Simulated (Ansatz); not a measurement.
Zr: relaxation of cell and atoms with RPBE

Crystal: Zr.

```xyz
2
Lattice="3.2320 0.0000 0.0000 -1.6160 2.7990 0.0000 0.0000 0.0000 5.1470" Properties=species:S:1:pos:R:3 pbc="T T T"
Zr    1.6160    0.9330    3.8603
Zr    0.0000    1.8660    1.2868
```

- Program: Ansatz 0.2.0
- Task: relaxation of cell and atoms
- Functional: RPBE
- Potentials or basis: Ansatz PAW
- Cutoff: 420 eV (not typed: the program's choice for these potentials)
- k mesh: 9 × 9 × 5
- Occupations: fermi-dirac, width 0.05 eV
- Spin: no spin polarisation

* Relaxed volume: 23.95 Å³/atom
* Relaxed cell: a = 3.256 Å, b = 3.256 Å, c = 5.216 Å, α = 90.00°, β = 90.00°, γ = 120.00°
* Space group after relaxing (to 0.05 Å): P6_3/mmc (No. 194)
* Energy gained by relaxing: 5.8 meV/atom
* Ionic steps: 4
* Pressure after relaxing: 0.0 GPa

The path:
```
step  energy change (eV)  largest force (eV/Å)  volume (Å³)
   1              0.0000                0.0000        46.56
   2             -0.0115                0.0000        47.89
   3             -0.0115                0.0000        47.90
   4             -0.0117                0.0000        47.90
```

Final structure:
```
Zr
1.0
     3.25642    0.00000    0.00000
    -1.62821    2.82014    0.00000
     0.00000    0.00000    5.21618
Zr
2
Direct
  0.66667 0.33333 0.75000
  0.33333 0.66667 0.25000
```

Run time: 7.4 s on 2 threads of Intel(R) Xeon(R) Processor @ 2.50GHz (Skylake/Cascade Lake), with other jobs on the host, peak memory 0.36 GiB.

Caveat: the plane-wave basis is chosen anew once the cell has moved, so the energies of steps on either side of that aren't comparable; the PAW data sets come from PBE, with cores solved anew for the run's functional, which leaves a small shift of forces and pressure. RPBE and its kin give volumes clearly too large for solids.
